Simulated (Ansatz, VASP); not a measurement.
TePb: VASP beside Ansatz

INCAR

```
PREC     = Accurate       # precision mode
ENCUT    = 520            # plane-wave cutoff, eV
EDIFF    = 1E-7           # SCF threshold, eV
ISMEAR   = -1             # smearing method
SIGMA    = 0.05           # smearing width, eV
LREAL    = F              # projectors in reciprocal space
LASPH    = T              # aspherical terms in the spheres
NELM     = 80             # most SCF steps
ALGO     = Normal         # electronic algorithm
ISIF     = 2              # what is computed and relaxed
LWAVE    = F              # write WAVECAR
LCHARG   = F              # write CHGCAR
GGA      = PE             # functional
NBANDS   = 17             # bands
```

The input KPOINTS:

```
regular mesh
0
Gamma
  7 7 7
```

The input POSCAR:

```
TePb
1.0
    0.0000000000      3.2310000000      3.2310000000
    3.2310000000      0.0000000000      3.2310000000
    3.2310000000      3.2310000000      0.0000000000
Pb Te
1 1
Direct
    0.0000000000      0.0000000000      0.0000000000
    0.5000000000      0.5000000000      0.5000000000
```

The input input.yaml:

```yaml
crystal:
  lattice:
    - [0.0, 3.231, 3.231]
    - [3.231, 0.0, 3.231]
    - [3.231, 3.231, 0.0]
  atoms:
    - { symbol: Pb, position: [0.0, 0.0, 0.0] }
    - { symbol: Te, position: [0.5, 0.5, 0.5] }
hamiltonian:
  xc: pbe
  pseudopotentials: { kind: paw, azcp: { folder: soft_1 } }
kpoints:
  mp_grid: { grid: [7, 7, 7] }
scf:
  occupations: { method: fermi_dirac, width: 0.05 }
output:
  forces: true
  stress: true
  eigenvalues: true
  write_density: true
  write_potential: true
  elf: true
  volumetric_format: npy
```

Alike in both runs: task single point; functional PBE; k mesh 7 × 7 × 7; occupations fermi-dirac, width 0.05 eV; no spin polarisation.

```csv
,VASP,Ansatz
version,VASP 6.6.1,Ansatz 0.2.0
potentials or method,"VASP PAW PBE potentials, release 64 (Pb_d, Te)",Ansatz PAW soft_1
plane-wave cutoff (eV),520,420
valence electrons in the cell,20,30
```

```csv
,VASP,Ansatz,Ansatz less VASP
gap on the k mesh at the Fermi level (eV),1.01,1.01,+0.002
least direct gap on the mesh (eV),1.01,1.01,+0.002
pressure (GPa),2.1,2.1,+0.05
```

The two sets of potentials don't hold the same shells in valence.

Spin-orbit coupling is left out, which matters for the levels of Pb, Te.
